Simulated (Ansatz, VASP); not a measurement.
One calculation of ZnS, two programs

```
Zn S
1.0
     3.81100    0.00000    0.00000
    -1.90550    3.30042    0.00000
     0.00000    0.00000    6.23400
Zn S
2 2
Direct
  0.33333 0.66667 0.00000
  0.66667 0.33333 0.50000
  0.33333 0.66667 0.38500
  0.66667 0.33333 0.88500
```

Alike in both runs: task single point; functional r2SCAN; k mesh 6 × 6 × 4; occupations gaussian, width 0.05 eV; no spin polarisation.

```csv
,VASP,Ansatz
version,VASP 6.6.1,Ansatz 0.2.0
potentials or method,"VASP PAW PBE potentials, release 64 (Zn, S)","scalar-relativistic, plane waves, PAW"
plane-wave cutoff (eV),520,500
valence electrons in the cell,36,36
```

```csv
,VASP,Ansatz,Ansatz less VASP
gap on the k mesh at the Fermi level (eV),2.83,2.82,-0.009
least direct gap on the mesh (eV),2.83,2.82,-0.009
pressure (GPa),0.2,0.1,-0.06
largest component of the traceless stress (GPa),1.30,1.29,-0.010
rms of the force components (eV/Å),0.184,0.184,-0.0007
```

Atom by atom the forces differ by 0.001 eV/Å (rms over components). The functional is the same, so the differences come from potentials, cutoffs and numerics.

Caveats: the PAW data sets were made with another functional, which shifts forces and pressure a little (VASP). r2SCAN opens gaps a little over a GGA but as a rule still falls short of measured ones.
